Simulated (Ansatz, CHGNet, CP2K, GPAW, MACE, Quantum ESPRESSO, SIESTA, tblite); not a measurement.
**Running twisted 2H-MoTe2/1T-TiSe2 bilayer, 21.79° (42 atoms) with SIESTA**

Wanted: SIESTA inputs and outputs for twisted 2H-MoTe2/1T-TiSe2 bilayer, 21.79° (42 atoms), checked against a plane-wave reference.

Program: SIESTA 5.4.2. Level of theory: the method is named at each step. Results are calculated unless marked as measured.

### 1. Starting point

The cell holds 42 atoms: 7 Mo, 14 Te, 7 Ti and 14 Se. Cell: a = 9.339 Å, b = 9.339 Å, c = 26.040 Å, α = 90.0°, β = 90.0°, γ = 120.0°. 2H-MoTe2 (a = 3.52 Å) under 1T-TiSe2 (a = 3.54 Å), bilayer, commensurate cell of 7 unit cells a layer, twist 21.79 deg, both strained to the mean lattice constant; facing planes 3.34 Å apart; 16 Å of vacuum; layers as built, displaced by a Gaussian of 0.01 Å. Then every atom was moved at random, 0.03 Å r.m.s. a Cartesian component. Regions: layer 1, 21 atoms (7 Mo and 14 Te); layer 2, 21 atoms (7 Ti and 14 Se). Vacuum lies along c.

The yardstick, on the same geometry:

| Quantity | Value |
| --- | --- |
| method | Kohn-Sham DFT, PBE, SSSP efficiency 1.3.0 pseudopotentials, plane waves (Quantum ESPRESSO 7.5); sssp-pbe-1.3.0-efficiency, cutoffs 45/360 Ry, Γ point |
| r.m.s. force component | 0.4594 eV/Å |
| longest force | 1.826 eV/Å |
| time | 8.5 min on 4 MPI ranks of Arm Neoverse V2, shared host |
| CPU time | 34 min |

### 2. PBE, DZP, shift 0.01 Ry, mesh 500 Ry

Method: Kohn-Sham DFT, PBE, PseudoDojo 0.4.1 norm-conserving pseudopotentials (converted to PSML), numerical atomic orbitals (DZP), diagonalisation.

The .psml files are PseudoDojo norm-conserving potentials that we converted to this format, checked against plane waves on the same files for H, C, O, Si, Ge and Ca alone.

File input.fdf:

```
SystemLabel cell
NumberOfAtoms 42
NumberOfSpecies 4
%block ChemicalSpeciesLabel
  1 42 Mo
  2 52 Te
  3 22 Ti
  4 34 Se
%endblock ChemicalSpeciesLabel
LatticeConstant 1.0 Ang
%block LatticeVectors
  9.33950 0.00000 0.00000
  -4.66975 8.08824 0.00000
  0.00000 0.00000 26.04000
%endblock LatticeVectors
PAO.BasisSize DZP
PAO.EnergyShift 0.01 Ry
XC.Functional GGA
XC.Authors PBE
MeshCutoff 500 Ry
%block kgrid_Monkhorst_Pack
  1 0 0 0.0
  0 1 0 0.0
  0 0 1 0.0
%endblock kgrid_Monkhorst_Pack
SolutionMethod diagon
OccupationFunction FD
ElectronicTemperature 580 K
SCF.Mixer.Method Pulay
SCF.Mixer.Weight 0.05
SCF.Mixer.History 8
SCF.Mix Hamiltonian
MaxSCFIterations 300
SCF.DM.Tolerance 1e-04
SCF.H.Tolerance 1.0e-3 eV
WriteForces T
Write.HirshfeldPop T
Write.VoronoiPop T
Write.DM F
Write.H F
XML.Write F
AtomicCoordinatesFormat Fractional
%block AtomicCoordinatesAndAtomicSpecies
  0.19087 0.24155 0.37459 1
  0.23680 0.04399 0.44677 2
  0.23802 0.04425 0.30777 2
  0.33101 0.65844 0.37454 1
  0.38330 0.47485 0.44476 2
  0.37898 0.47520 0.30578 2
  0.48070 0.09906 0.37585 1
  0.52061 0.90240 0.44465 2
  0.52486 0.90809 0.30660 2
  0.62484 0.52489 0.37697 1
  0.66562 0.33367 0.44541 2
  0.66625 0.34130 0.30962 2
  0.76106 0.95644 0.37464 1
  0.80465 0.75899 0.44674 2
  0.81366 0.76295 0.30747 2
  0.89642 0.37388 0.37656 1
  0.95280 0.19148 0.44636 2
  0.95630 0.19351 0.30696 2
  0.04302 0.80566 0.37590 1
  0.09784 0.61669 0.44475 2
  0.09499 0.61987 0.30938 2
  0.13857 0.71240 0.63285 3
  0.38542 0.90748 0.69061 4
  0.33445 0.66928 0.57447 4
  0.99952 0.99874 0.63345 3
  0.23217 0.19591 0.69573 4
  0.19058 0.95021 0.57629 4
  0.28634 0.42239 0.63204 3
  0.52702 0.61826 0.69295 4
  0.47756 0.38110 0.57304 4
  0.56405 0.85135 0.63318 3
  0.80943 0.04689 0.69239 4
  0.76221 0.81072 0.57318 4
  0.43092 0.14114 0.63279 3
  0.67095 0.33237 0.69356 4
  0.62141 0.09469 0.57231 4
  0.71911 0.57185 0.63461 3
  0.94693 0.75617 0.69295 4
  0.90209 0.52396 0.57580 4
  0.85870 0.28782 0.63401 3
  0.09758 0.46885 0.69275 4
  0.04999 0.24378 0.57400 4
%endblock AtomicCoordinatesAndAtomicSpecies
```

Launch:

```
$ OMP_NUM_THREADS=1 siesta < input.fdf > output.txt
```

The log of the run:

```text
Version         : 5.4.2
reinit: System Name:
reinit: System Label: cell
initatom: Reading input for the pseudopotentials and atomic orbitals ----------
Species number:   1 Atomic number:   42 Label: Mo
Species number:   2 Atomic number:   52 Label: Te
Species number:   3 Atomic number:   22 Label: Ti
Species number:   4 Atomic number:   34 Label: Se
Ground state valence configuration (from tables):   5s01  5p00  4d05  4f00
Ground state valence configuration (from tables):   5s02  5p04  5d00  4f00
Ground state valence configuration (from tables):   4s02  4p00  3d02  4f00
Ground state valence configuration (from tables):   4s02  4p04  4d00  4f00
---- Processing specs for species: Mo
GGA--PBE XC_GGA_X_PBE--XC_GGA_C_PBE pb
Semicore shell(s) with  8 electrons included in the valence for Mo
---- Processing specs for species: Te
GGA--PBE XC_GGA_X_PBE--XC_GGA_C_PBE pb
Semicore shell(s) with 10 electrons included in the valence for Te
---- Processing specs for species: Ti
GGA--PBE XC_GGA_X_PBE--XC_GGA_C_PBE pb
Semicore shell(s) with  8 electrons included in the valence for Ti
---- Processing specs for species: Se
GGA--PBE XC_GGA_X_PBE--XC_GGA_C_PBE pb
Semicore shell(s) with 10 electrons included in the valence for Se
Semicore shell(s): 4s 4p
Fallback to non-perturbative polarization scheme for Mo
Please see the manual if this is not desired in principle
Semicore shell(s): 4d
Fallback to non-perturbative polarization scheme for Te
Please see the manual if this is not desired in principle
Semicore shell(s): 3s 3p
Fallback to non-perturbative polarization scheme for Ti
Please see the manual if this is not desired in principle
Semicore shell(s): 3d
Fallback to non-perturbative polarization scheme for Se
Please see the manual if this is not desired in principle
Mo pseudopotential only contains V_ls up to l=2 -- lmxkb reset.
Te pseudopotential only contains V_ls up to l=2 -- lmxkb reset.
Ti pseudopotential only contains V_ls up to l=2 -- lmxkb reset.
[... lines left out ...]
Total number of electrons:   630.000000
[... lines left out ...]
        0.000000    0.000000   26.040000
outcell: Cell vector modules (Ang)   :    9.339500    9.339496   26.040000
outcell: Cell angles (23,13,12) (deg):     90.0000     90.0000    120.0000
outcell: Cell volume (Ang**3)        :   1967.0647
Gamma-point calculation with multiply-connected orbital pairs
Gamma-point calculation with multiply-connected orbital pairs
Folding of H and S implicitly performed
Folding of H and S implicitly performed
new_DM -- step:     1
Initializing Density Matrix...
Attempting to read DM from file... Failed...
DM filled with atomic data:
InitMesh: MESH = 120 x 120 x 360 = 5184000
InitMesh: Mesh cutoff (required, used) =   500.000   528.232 Ry
stepf: Fermi-Dirac step function
        iscf     Eharris(eV)        E_KS(eV)     FreeEng(eV)     dDmax    Ef(eV) dHmax(eV)
   scf:    1  -110406.538878  -110678.277027  -110678.434993  1.644360 -2.662129 28.816149
   scf:    2  -110790.098386  -110740.928172  -110740.932626  0.117680 -3.159455 16.648225
   scf:    3  -110817.769880  -110786.396121  -110786.427307  0.123089 -3.713271  7.772173
[...]
scf:   24  -110804.078909  -110804.078903  -110804.354038  0.000024 -4.057105  0.001324
   scf:   25  -110804.078919  -110804.078911  -110804.354038  0.000045 -4.057060  0.000543
SCF Convergence by DM+H criterion
max |DM_out - DM_in|         :     0.0000454878
max |H_out - H_in|      (eV) :     0.0005425467
SCF cycle converged after 25 iterations
Using DM_out to compute the final energy and forces
siesta: E_KS(eV) =          -110804.0789
siesta: E_KS - E_eggbox =   -110804.0789
siesta: Atomic forces (eV/Ang):
     1    0.326443   -0.617060    1.208046
     2   -0.176853    0.323402   -0.432598
     3   -0.076338    0.217705   -0.757400
[...]
41   -0.326211    0.752535    0.367132
    42    0.152258   -0.042330   -0.292889
----------------------------------------
   Tot    0.002181   -0.012165   -0.002011
----------------------------------------
   Max    2.074287
   Res    0.544068    sqrt( Sum f_i^2 / 3N )
----------------------------------------
   Max    2.074287    constrained
Stress tensor Voigt[x,y,z,yz,xz,xy] (kbar):      -12.22      -10.36      -25.07       -3.04        0.23        0.34
(Free)E + p*V (eV/cell)  -110784.8536
Target enthalpy (eV/cell)  -110804.3540
siesta: Program's energy decomposition (eV):
siesta: Ebs     =    -20156.339542
siesta: Eions   =    132714.202906
siesta: Ena     =     12930.084858
siesta: Ekin    =     60344.171677
siesta: Enl     =    -29727.716872
siesta: DEna    =       596.025696
siesta: DUscf   =        15.364721
siesta: Ex      =    -20972.932668
siesta: Ec      =     -1274.873418
siesta: Exc     =    -22247.806086
siesta: Eharris =   -110804.078919
siesta: Etot    =   -110804.078911
siesta: FreeEng =   -110804.354038
siesta: Final energy (eV):
siesta:  Band Struct. =  -20156.339542
siesta:       Kinetic =   60344.171677
siesta:       Hartree =  299827.757298
siesta:         Exch. =  -20972.932668
siesta:         Corr. =   -1274.873418
siesta:   Exch.-corr. =  -22247.806086
siesta:  Ion-electron = -664027.656232
siesta:       Ion-ion =  215299.454432
siesta:         Total = -110804.078911
siesta:         Fermi =      -4.057060
siesta: Stress tensor (static) (eV/Ang**3):
siesta:    -0.007625    0.000211    0.000146
siesta:     0.000211   -0.006467   -0.001896
siesta:     0.000146   -0.001896   -0.015649
siesta: Cell volume =       1967.064659 Ang**3
siesta: Pressure (static):
siesta:                Solid            Molecule  Units
siesta:           0.00010797          0.00005407  Ry/Bohr**3
siesta:           0.00991348          0.00496415  eV/Ang**3
siesta:          15.88313907          7.95343831  kBar
    Orbital volume contribution        =          30.237869 eV
    (Free)E + p_basis*V_orbitals       =     -110774.116170 eV
    (Free)Eharris+ p_basis*V_orbitals  =     -110774.116178 eV
siesta: Electric dipole (a.u.)  =    0.000000    0.000000   -0.585711
siesta: Electric dipole (Debye) =    0.000000    0.000000   -1.488729
Hirshfeld Atomic Populations:
Atom #   charge [q] valence [e]  Species
     1     0.135245   13.864755  Mo
     2    -0.046359   16.046359  Te
     3    -0.067124   16.067124  Te
     4     0.134598   13.865402  Mo
     5    -0.052334   16.052334  Te
[...]
7     0.134339   13.865661  Mo
[...]
22     0.097924   11.902076  Ti
    23    -0.048485   16.048485  Se
    24    -0.067436   16.067436  Se
    25     0.096273   11.903727  Ti
    26    -0.050243   16.050243  Se
[...]
28     0.091942   11.908058  Ti
[...]
--------------------
 Total    -0.000032
Voronoi Atomic Populations:
Atom #   charge [q] valence [e]  Species
[...]
16     0.072723   13.927277  Mo
[...]
19     0.079374   13.920626  Mo
    20    -0.024330   16.024330  Te
    21    -0.038654   16.038654  Te
[...]
37     0.111774   11.888226  Ti
[...]
40     0.117268   11.882732  Ti
    41    -0.067825   16.067825  Se
    42    -0.070549   16.070549  Se
--------------------
 Total    -0.000031
```

Run time: 5.9 min. Hardware: 1 thread of Arm Neoverse V2, shared host; peak memory 1.7 GiB.

Banners, paths, timers and routine set-up lines are dropped from the logs unmarked, and long logs keep their key lines alone; longer cuts are marked.

Numbers from this run, and their distance from the reference:

| Property | Result |
| --- | --- |
| r.m.s. force component | 0.5441 eV/Å |
| r.m.s. difference of force components | 130.9 meV/Å |
| longest difference of force vectors | 393.5 meV/Å |
| force difference over r.m.s. force | 28.5 % |
| slope of forces against the reference's | 1.161 |
| correlation of force components | 0.98 |

This run lies far from the reference in forces at the same functional. Basis and potentials both differ; the latter hold 630 valence electrons against the reference's 350.

Length of the force difference by element (eV/Å):

| element | atoms | mean | most |
| --- | --- | --- | --- |
| Mo | 7 | 0.13 | 0.19 |
| Se | 14 | 0.23 | 0.35 |
| Te | 14 | 0.28 | 0.39 |
| Ti | 7 | 0.083 | 0.13 |

The surroundings of Te12, which bears the longest force, nearest first, numbered as they follow in the input and with coordinates relative to it.

| atom | x | y | z | distance (Å) | bonds | Hirshfeld charge (e) | Fx | Fy | Fz (eV/Å) |
| --- | --- | --- | --- | --- | --- | --- | --- | --- | --- |
| Te12 | 0.00 | 0.00 | 0.00 | 0.00 | 3 | -0.07 | 0.40 | -0.65 | -2.07 |
| Mo10 | -1.24 | 1.48 | 1.75 | 2.61 | 6 | 0.13 | -1.24 | 0.32 | -0.01 |
| Mo16 | 2.00 | 0.26 | 1.74 | 2.66 | 6 | 0.13 | 0.76 | 0.63 | 0.28 |
| Mo7 | -0.60 | -1.96 | 1.72 | 2.68 | 6 | 0.13 | -0.63 | -0.33 | 0.59 |
| Te15 | -0.59 | 3.41 | -0.06 | 3.46 | 3 | -0.06 | -0.59 | 0.08 | -1.00 |
| Te6 | -3.31 | 1.08 | -0.10 | 3.48 | 3 | -0.06 | 0.72 | 0.07 | -0.80 |
| Te21 | 2.70 | 2.25 | -0.01 | 3.52 | 3 | -0.07 | -0.18 | -0.58 | -1.49 |
| Te11 | 0.03 | -0.06 | 3.54 | 3.54 | 3 | -0.06 | 0.11 | -0.18 | 1.25 |
| Te3 | -2.61 | -2.40 | -0.05 | 3.55 | 3 | -0.07 | -0.08 | 0.22 | -0.76 |
| Te9 | 0.70 | -3.50 | -0.08 | 3.57 | 3 | -0.07 | -0.09 | -0.30 | -0.80 |
| Te18 | 3.40 | -1.20 | -0.07 | 3.60 | 3 | -0.07 | -0.46 | -0.07 | -1.11 |

Forces lie 28 % from the reference's, at 0.17 times its CPU time (on 1 against 4 cores).

### 3. PBE, SZ, shift 0.01 Ry, mesh 500 Ry

Method: Kohn-Sham DFT, PBE, PseudoDojo 0.4.1 norm-conserving pseudopotentials (converted to PSML), numerical atomic orbitals (SZ), diagonalisation.

input.fdf: that of step 2 with these lines changed.

```diff
@@ -15,3 +15,3 @@
 %endblock LatticeVectors
-PAO.BasisSize DZP
+PAO.BasisSize SZ
 PAO.EnergyShift 0.01 Ry
```

The log of the run:

```text
Version         : 5.4.2
reinit: System Name:
reinit: System Label: cell
initatom: Reading input for the pseudopotentials and atomic orbitals ----------
Species number:   1 Atomic number:   42 Label: Mo
Species number:   2 Atomic number:   52 Label: Te
Species number:   3 Atomic number:   22 Label: Ti
Species number:   4 Atomic number:   34 Label: Se
Ground state valence configuration (from tables):   5s01  5p00  4d05  4f00
Ground state valence configuration (from tables):   5s02  5p04  5d00  4f00
[... lines left out ...]
SCF Convergence by DM+H criterion
[... lines left out ...]
SCF cycle converged after 28 iterations
[... lines left out ...]
   Max    2.783486
[... lines left out ...]
   Max    2.783486    constrained
Stress tensor Voigt[x,y,z,yz,xz,xy] (kbar):      -15.32      -13.33      -21.97       -3.13        0.25        0.47
[... lines left out ...]
siesta: FreeEng =   -110742.918000
[... lines left out ...]
siesta:         Fermi =      -4.148891
[... lines left out ...]
siesta:          16.87391629          9.76731394  kBar
    Orbital volume contribution        =          15.077872 eV
    (Free)E + p_basis*V_orbitals       =     -110727.840127 eV
    (Free)Eharris+ p_basis*V_orbitals  =     -110727.840130 eV
siesta: Electric dipole (a.u.)  =    0.000000    0.000000   -0.948377
siesta: Electric dipole (Debye) =    0.000000    0.000000   -2.410533
Hirshfeld Atomic Populations:
Atom #   charge [q] valence [e]  Species
     1     0.125100   13.874900  Mo
     2    -0.041842   16.041842  Te
     3    -0.062328   16.062328  Te
     4     0.125298   13.874702  Mo
     5    -0.044323   16.044323  Te
[...]
7     0.124016   13.875984  Mo
[...]
22     0.181988   11.818012  Ti
    23    -0.092919   16.092919  Se
    24    -0.109308   16.109308  Se
    25     0.182814   11.817186  Ti
    26    -0.092259   16.092259  Se
[...]
28     0.175118   11.824882  Ti
[...]
--------------------
 Total    -0.000024
Voronoi Atomic Populations:
Atom #   charge [q] valence [e]  Species
[...]
16     0.088300   13.911700  Mo
[...]
19     0.097910   13.902090  Mo
    20    -0.036872   16.036872  Te
    21    -0.050402   16.050402  Te
[...]
37     0.219523   11.780477  Ti
[...]
40     0.223689   11.776311  Ti
    41    -0.118709   16.118709  Se
    42    -0.124926   16.124926  Se
--------------------
 Total    -0.000024
```

The job ended after 2.6 min (1 thread; peak memory 1.1 GiB).

Numbers from this run, and their distance from the reference:

* r.m.s. force component: 0.696 eV/Å
* r.m.s. difference of force components: 362.5 meV/Å
* longest difference of force vectors: 1107 meV/Å
* force difference over r.m.s. force: 78.9 %
* slope of forces against the reference's: 1.336
* correlation of force components: 0.882

This is a coarse setting, run to see what it loses.

Against the first run (28 %), the force difference from the reference is 79 %, at 0.44 times the CPU time, with 392 basis functions against 770: the smaller basis costs accuracy.

### 4. PBE, DZP, shift 0.02 Ry, mesh 500 Ry

Method: Kohn-Sham DFT, PBE, PseudoDojo 0.4.1 norm-conserving pseudopotentials (converted to PSML), numerical atomic orbitals (DZP), diagonalisation.

input.fdf: that of step 3 with these lines changed.

```diff
@@ -15,4 +15,4 @@
 %endblock LatticeVectors
-PAO.BasisSize SZ
-PAO.EnergyShift 0.01 Ry
+PAO.BasisSize DZP
+PAO.EnergyShift 0.02 Ry
 XC.Functional GGA
```

The log of the run:

```text
Version         : 5.4.2
reinit: System Name:
reinit: System Label: cell
initatom: Reading input for the pseudopotentials and atomic orbitals ----------
Species number:   1 Atomic number:   42 Label: Mo
Species number:   2 Atomic number:   52 Label: Te
Species number:   3 Atomic number:   22 Label: Ti
Species number:   4 Atomic number:   34 Label: Se
[... lines left out ...]
SCF Convergence by DM+H criterion
[... lines left out ...]
SCF cycle converged after 24 iterations
[... lines left out ...]
   Max    1.842394
[... lines left out ...]
   Max    1.842394    constrained
Stress tensor Voigt[x,y,z,yz,xz,xy] (kbar):       -1.55        0.38      -11.26       -3.01        0.28        0.31
[... lines left out ...]
siesta: FreeEng =   -110763.506500
[... lines left out ...]
siesta:         Fermi =      -3.396902
[... lines left out ...]
siesta:           4.14214000          0.91879677  kBar
[... lines left out ...]
     3    -0.080745   16.080745  Te
     4     0.162385   13.837615  Mo
     5    -0.066255   16.066255  Te
[...]
7     0.161512   13.838488  Mo
[...]
22     0.075820   11.924180  Ti
    23    -0.035667   16.035667  Se
    24    -0.056506   16.056506  Se
    25     0.074242   11.925758  Ti
    26    -0.039939   16.039939  Se
[...]
28     0.070850   11.929150  Ti
[...]
--------------------
 Total     0.000057
Voronoi Atomic Populations:
Atom #   charge [q] valence [e]  Species
[...]
16     0.084311   13.915689  Mo
[...]
19     0.092461   13.907539  Mo
    20    -0.026862   16.026862  Te
    21    -0.045329   16.045329  Te
[...]
37     0.082672   11.917328  Ti
[...]
40     0.087720   11.912280  Ti
    41    -0.053901   16.053901  Se
    42    -0.058416   16.058416  Se
--------------------
 Total     0.000057
```

The job ended after 4.3 min (1 thread; peak memory 1.5 GiB).

Against the reference:

- r.m.s. force component: 0.5132 eV/Å
- r.m.s. difference of force components: 105.3 meV/Å
- longest difference of force vectors: 380.2 meV/Å
- force difference over r.m.s. force: 22.93 %
- slope of forces against the reference's: 1.097
- correlation of force components: 0.9826

Against the first run (28 %), the force difference from the reference is 23 %, at 0.72 times the CPU time: tighter orbitals come nearer here, likely by a cancellation of errors.

(Part 1 of 2 ends here.)

[Also dropped from logs without a mark: logging warnings of Python, and SIESTA's first energy breakdown and zero terms.]

[Logs are printed without paths, hosts, clocks, repeated set-up lines and the standing remarks that a program may print on its own settings, such as how far it seeks lower states.]

[Hosts, paths, dates, database ids (printed as entryN), source tags and the programs' standing remarks are cut or masked in the printed files.]
